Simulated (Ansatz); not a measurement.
The system is PbSe.

```
Pb Se
1.0
     3.78432    0.00000    0.00000
     0.00000    3.78432    0.00000
     0.00000    0.00000    3.78432
Pb Se
1 1
Direct
  0.00000 0.00000 0.00000
  0.50000 0.50000 0.50000
```

Measurements of this composition are mostly on another form, of space group No. 225.

| Quantity | Value |
| --- | --- |
| Program | Ansatz 0.2.0 |
| Task | relaxation of cell and atoms |
| Functional | revPBE |
| Dispersion | D3(BJ) |
| Potentials or basis | Ansatz PAW |
| Cutoff | 420 eV (not typed: the program's choice for these potentials) |
| k mesh | 7 × 7 × 7 |
| Occupations | fermi-dirac, width 0.05 eV |
| Spin | no spin polarisation |

At the start: volume 27.10 Å³/atom.

Task: Where does the relaxation end?

Result: It ends after 5 steps and the volume is 25.43 Å³/atom (-6.2 %); space group Pm-3m (No. 221, to 0.05 Å).

Step by step:
| step | energy change (eV) | largest force (eV/Å) | volume (Å³) |
| --- | --- | --- | --- |
| 1 | 0.0000 | 0.0000 | 54.20 |
| 2 | -0.0331 | 0.0000 | 50.50 |
| 3 | -0.0335 | 0.0000 | 50.92 |
| 4 | -0.0335 | 0.0000 | 50.86 |
| 5 | -0.0332 | 0.0000 | 50.86 |

Final structure:
```
Pb Se
1.0
     3.70507    0.00000    0.00000
     0.00000    3.70507    0.00000
     0.00000    0.00000    3.70507
Pb Se
1 1
Cartesian
  0.0000 0.0000 0.0000
  1.8525 1.8525 1.8525
```

Caveat: the plane-wave basis is chosen anew once the cell has moved, so the energies of steps on either side of that aren't comparable; pairwise dispersion overbinds metals, which lowers pressure and volume; the PAW data sets come from PBE, with cores solved anew for the run's functional, which leaves a small shift of forces and pressure.
